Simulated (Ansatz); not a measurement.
# Pressure against volume in Au

The cell was reached from a generator's guess, though it ends in a space group that the Crystallography Open Database lists for this formula.

Theory: DFT PBE, scalar-relativistic, plane waves, PAW in Ansatz 0.2.0. Plane waves to 420 eV, a 22×22×22 mesh through Γ for the 1-atom cell and 0.10 eV Gaussian smearing; no spin polarisation.

```yaml
crystal:
  lattice:
    - [0.00000, 2.07920, 2.07920]
    - [2.07920, 0.00000, 2.07920]
    - [2.07920, 2.07920, 0.00000]
  atoms:
    - { symbol: Au, position: [0.00000, 0.00000, 0.00000] }
```

The cell was set to several volumes, with shape and atoms relaxed at each where symmetry leaves them free. Pressure is positive in compression, and energies count from the lowest row. No row has a gap on its mesh.

| row | V (Å³/atom) | P (GPa) | ΔE (meV/atom) |
| --- | --- | --- | --- |
| 1 | 15.820 | 25.86 | 150.6 |
| 2 | 16.359 | 17.29 | 78.5 |
| 3 | 16.898 | ? | ? |
| 4 | 17.438 | 4.65 | 7.6 |
| 5 | 17.977 | 0.01 | 0.0 |
| 6 | 18.516 | -3.79 | 6.5 |
| 7 | 19.056 | -6.87 | 24.6 |
| 8 | 19.775 | -10.07 | 63.0 |

Problem. Find B = −V·ΔP/ΔV from rows 4 and 6 and from rows 1 and 2, and from the two its slope B′ and its value B0 at zero pressure.

Solution. Rows 4 and 6 give −(17.438 + 18.516)/2 × (-3.79 − (4.65))/(18.516 − 17.438) = 140.7 GPa at a mean pressure of 0.43 GPa. Rows 1 and 2 give −(15.820 + 16.359)/2 × (17.29 − (25.86))/(16.359 − 15.820) = 255.8 GPa at a mean pressure of 21.57 GPa. So B′ = (255.8 − 140.7)/(21.57 − (0.43)) = 5.44 and B0 = 140.7 − 5.44 × (0.43) = 138.4 GPa. A third-order Birch–Murnaghan fit to all the energies gives B0 = 139.5 GPa and B′ = 5.8.

Problem. Estimate the pressure and energy of row 3.

Solution. From row 5, V0 = 17.977 × (1 + (0.01)/138.4) = 17.978 Å³/atom. Murnaghan's form P = (B0/B′)·[(V0/V)^B′ − 1] gives (138.4/5.44) × [(17.978/16.898)^5.44 − 1] = 10.20 GPa; the computed pressure is 10.32 GPa, so the estimate is off by -0.12 GPa. The work of compression from row 4, with the mean of the two pressures, gives ΔE = 7.6 + (10.20 + 4.65)/2 × (17.438 − 16.898)/160.2 × 1000 = 32.6 meV/atom (1 eV/Å³ = 160.2 GPa); the computed value is 32.5 meV/atom.

Spin–orbit coupling, which can matter for Au, is left out. All volumes keep the k mesh of the relaxed cell. Symmetry constrained the relaxation, so the result can be a saddle point.

Gold stiffens steadily under compression and softens under tension, so equal volume steps cost more pressure on the compressed side. The filled 5d shells largely account for this: their overlap repulsion rises steeply as the atoms approach, while the cohesion from s electrons and s–d hybridisation varies more gently.

The equilibrium volume is larger than that measured for gold and the bulk modulus is clearly too low, the usual underbinding of PBE in the late 5d metals. Row 3 lies close to the measured ambient volume, yet the calculation puts it at 10.32 GPa. Since the modulus rises with pressure, much of the softness at zero pressure probably comes from the expanded lattice rather than from a separate error in the curvature.

The close estimate for row 3 shows that the pressures and energies are mutually consistent and that the Murnaghan form interpolates well here, but it doesn't test the functional. Thermal and zero-point motion would expand the lattice further, so their absence can't explain the excess volume.
